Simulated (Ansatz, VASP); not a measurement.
## Ir in VASP and in Ansatz

```
CELL_PARAMETERS angstrom
2.80534 0.00000 0.00000
-1.40267 2.42950 0.00000
0.00000 0.00000 4.54981
ATOMIC_POSITIONS crystal
Ir 0.33333 0.66667 0.25000
Ir 0.66667 0.33333 0.75000
```

Change from the starting cell: volume scaled by 1.06.

Alike in both runs: task single point; functional PBEsol; k mesh 11 × 11 × 6; occupations fermi-dirac, width 0.05 eV; no spin polarisation.

|  | VASP | Ansatz |
| --- | --- | --- |
| version | VASP 6.6.1 | Ansatz 0.2.0 |
| potentials or method | VASP PAW PBE potentials, release 64 (Ir) | Ansatz PAW |
| plane-wave cutoff (eV) | 520 | 420 |
| valence electrons in the cell | 18 | 34 |

|  | VASP | Ansatz | Ansatz less VASP |
| --- | --- | --- | --- |
| gap on the k mesh at the Fermi level (eV) | none | none | - |
| pressure (GPa) | -27.7 | -28.2 | -0.47 |
| largest component of the traceless stress (GPa) | 0.57 | 0.61 | +0.038 |

A gap of «none» marks a metal or a gap that the smearing closes. The functional is the same, so the differences come from potentials, cutoffs and numerics. The two sets of potentials don't hold the same shells in valence.

Caveats: the PAW data sets were made with another functional, which shifts forces and pressure a little (VASP); the PAW data sets come from PBE, with cores solved anew for the run's functional, which leaves a small shift of forces and pressure (Ansatz). Spin-orbit coupling is left out, which matters for the levels of Ir.
